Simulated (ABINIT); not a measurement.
The system is C.

```
C
1.0
     2.12732   -1.22828    0.00000
     2.12732    1.22828    0.00000
    -1.37907    0.00000    3.50283
C
2
Direct
  0.16664 0.16664 0.99991
  0.83336 0.83336 0.00009
```

This is a stacking variant of graphite.

| Item | Value |
| --- | --- |
| Program | ABINIT 10.8.3 (patched build) |
| Task | single point |
| Functional | PBE |
| Potentials or basis | JTH PAW PBE v2.0 |
| Cutoff | 517 eV |
| k mesh | 13 × 13 × 8 |
| Occupations | fermi-dirac, width 0.05 eV |
| Spin | no spin polarisation |

On this cell: pressure 3.4 GPa; largest force 0.011 eV/Å; band gap on the k mesh 0.93 eV, indirect (least direct gap 0.94 eV).

The same run follows on a disturbed copy (atoms moved at random, drawn with an rms of 0.05 Å):

```
C
1.0
     2.12732   -1.22828    0.00000
     2.12732    1.22828    0.00000
    -1.37907    0.00000    3.50283
C
2
Direct
  0.15153 0.18577 0.00207
  0.83768 0.84088 0.00652
```

What changes?

The energy moves by +22.1 meV/atom; pressure 4.0 GPa; largest force 2.143 eV/Å; band gap on the k mesh 0.50 eV, direct.

Forces in eV/Å, atoms in the order of the input:
```
C    0.516 -2.065  0.247
C   -0.516  2.065 -0.247
```

Stress tensor (GPa, compression positive):
```
 6.21  4.21 -0.11
 4.21  3.77  0.28
-0.11  0.28  2.11
```

Caveats: an odd mesh through Γ misses points on the zone boundary, where band edges often lie; the atomic spheres overlap; this functional lacks dispersion, which binds the layers, so the pressure and a relaxed spacing across them are unreliable (some runs).
